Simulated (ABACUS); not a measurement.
HfO2: single point with r2SCAN

The system is HfO2.

```xyz
3
Lattice="0.0000 2.5575 2.5575 2.5575 0.0000 2.5575 2.5575 2.5575 0.0000" Properties=species:S:1:pos:R:3 pbc="T T T"
Hf    0.0000    0.0000    0.0000
O     3.8363    3.8363    3.8363
O     1.2788    1.2788    1.2788
```

Measurements of this composition are mostly on another form, of space group No. 14.

```
Program             : ABACUS 3.10.1
Task                : single point
Functional          : r2SCAN
Potentials or basis : SG15 ONCV 1.2 PBE
Cutoff              : 1320 eV
Density cutoff      : 5279 eV
Basis               : plane waves
k mesh              : 6 × 6 × 6
Occupations         : fermi-dirac, width 0.05 eV
Spin                : no spin polarisation
```

```yaml
Pressure: -15.2 GPa
Band_gap_on_the_k_mesh: 3.86 eV, indirect (least direct gap 3.91 eV)
```

Levels at points of the mesh, in eV from the valence-band top:
```csv
k point,band 16,band 17,band 18,band 19,band 20,band 21,band 22,band 23
"(0.00, 0.00, 0.00)",-5.37,-0.64,-0.64,-0.64,3.86,3.86,6.13,10.14
"(0.50, 0.50, 0.50)",-3.09,-2.75,-1.89,-1.89,4.50,4.50,6.72,9.17
"(0.50, 0.50, 0.00)",-3.55,-1.63,-1.63,0.00,3.91,5.27,6.42,7.96
```

Wall time 59 s on 4 MPI ranks on Intel(R) Xeon(R) Platinum 8488C (Sapphire Rapids) (shared host), peak memory 0.36 GiB a rank.

Caveat: so large a pressure means that the cell lies far from this level's equilibrium, or that cutoff or potentials fall short; the potentials were made for another functional, which shifts forces and pressure; spin-orbit coupling is left out, which moves the levels of the heavy elements. r2SCAN opens gaps a little over a GGA but as a rule still falls short of measured ones.
